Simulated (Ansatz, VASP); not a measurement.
# Re in VASP and in Ansatz

```
Re
1.0
     0.00000    1.91575    1.94538
     1.91575    0.00000    1.94538
     1.91575    1.91575    0.00000
Re
1
Cartesian
  0.0000 0.0000 0.0000
```

Change from the starting cell: strain -0.030 along x and y, -0.015 along z, atoms carried along.

Alike in both runs: task single point; functional r2SCAN; k mesh 20 × 20 × 20; occupations gaussian, width 0.15 eV; no spin polarisation.

|  | VASP | Ansatz |
| --- | --- | --- |
| version | VASP 6.6.1 | Ansatz 0.2.0 |
| potentials or method | VASP PAW PBE potentials, release 64 (Re) | scalar-relativistic, plane waves, PAW |
| plane-wave cutoff (eV) | 520 | 500 |
| valence electrons in the cell | 7 | 15 |

Ansatz gave:

```
gap on the k mesh at the Fermi level (eV)       : none
pressure (GPa)                                  : 13.4
largest component of the traceless stress (GPa) : 3.41
```

Problem. What did VASP give for the same quantities?

Solution. gap on the k mesh at the Fermi level (eV): none; pressure (GPa): 13.7; largest component of the traceless stress (GPa): 3.38.

A gap of «none» marks a metal or a gap that the smearing closes. The functional is the same, so the differences come from potentials, cutoffs and numerics. The two sets of potentials don't hold the same shells in valence.

Caveats: the PAW data sets were made with another functional, which shifts forces and pressure a little (VASP). Spin-orbit coupling is left out, which matters for the levels of Re.
